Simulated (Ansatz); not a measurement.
Runs of Ansatz 0.2.0 on P. Symmetry: Imma, No. 74, orthorhombic system. Conventional cell: a = 3.383 Å, b = 5.030 Å, c = 3.718 Å, α = 90.00°, β = 90.00°, γ = 90.00°. Around P (site symmetry mm2) lie 4 P at 2.24 to 2.55 Å. This isn't the form of P at room conditions, which is orthorhombic.

```csv
level,cell,cutoff (eV),smearing,gap on the mesh (eV),pressure (GPa),largest force (eV/Å)
LDA,the cell as VASP's run set it,238,gaussian 0.1 eV,none,-2.1,0.32
PBE,"atoms moved at random, drawn with an rms of 0.05 Å",258,fermi-dirac 0.05 eV,none,3.6,0.90
PBE,as given,236,fermi-dirac 0.05 eV,none,(b),(a)
RPBE,the cell as VASP's run set it,236,gaussian 0.1 eV,none,4.4,0.40
```

Alike in all rows: task single point; potentials or basis all-electron LAPW, scalar-relativistic; no spin polarisation; k mesh 11 × 11 × 11; basis error allowed 0.001 eV/atom.

Question: Estimate the missing entries.

Answer: (a) 0.37; (b) 2.7.

A gap of «none» marks a metal or a gap under the smearing width.
